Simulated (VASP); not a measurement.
A run of VASP 6.6.1 is set up as follows.

Contents of INCAR:

```
SYSTEM = GaN
PREC = Accurate
ENCUT = 520
EDIFF = 1E-7
ISMEAR = -1
SIGMA = 0.05
LREAL = .False.
LASPH = .True.
NELM = 60
ALGO = Normal
ISIF = 2
LWAVE = .False.
LCHARG = .True.
GGA = PE
LELF = .True.
LVHAR = .True.
NBANDS = 26
```

KPOINTS

```
Automatic mesh
0
Gamma
  10 10 5
  0 0 0
```

POSCAR

```
GaN
1.0
    3.1800000000      0.0000000000      0.0000000000
   -1.5900000000      2.7539607840      0.0000000000
    0.0000000000      0.0000000000      5.1660000000
Ga N
2 2
Direct
    0.6779320000      0.3377420000      0.4989470000
    0.3459920000      0.6697240000      0.0105920000
    0.6702470000      0.3425430000      0.8761860000
    0.3341970000      0.6529300000      0.3742130000
```

Potentials or basis: VASP PAW PBE potentials, release 64 (Ga_d, N).

Command:

```sh
$ cat potpaw_PBE.64/Ga_d/POTCAR potpaw_PBE.64/N/POTCAR > POTCAR
$ mpirun -np 1 vasp_std > vasp.out
```

(1) What does it give for the pressure?

(2) Predict the largest force.

Answers

(1) 7.8 GPa.

(2) 1.517 eV/Å.
